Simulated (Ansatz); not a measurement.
Sc:

```
Sc
1.0
     0.00000    2.26000    2.26000
     2.26000    0.00000    2.26000
     2.26000    2.26000    0.00000
Sc
1
Cartesian
  0.0000 0.0000 0.0000
```

This isn't the form of Sc at room conditions, which is hcp.

Base run:

* Program: Ansatz 0.2.0
* Functional: PBE
* Potentials or basis: all-electron LAPW, scalar-relativistic
* Cutoff: 174 eV (chosen from the basis error)
* Basis error allowed: 0.001 eV/atom
* k mesh: 10 × 10 × 10
* Occupations: gaussian, width 0.1 eV
* Spin: no spin polarisation

Its results: band gap on the k mesh none (metal or under the smearing width); pressure 3.8 GPa.

Task: The run is repeated on the same cell with these changes: functional from PBE to RPBE. What comes out?

Result: Band gap on the k mesh none (metal or under the smearing width); pressure 6.1 GPa.

RPBE binds less tightly than PBE, so the same cell stands under more pressure.
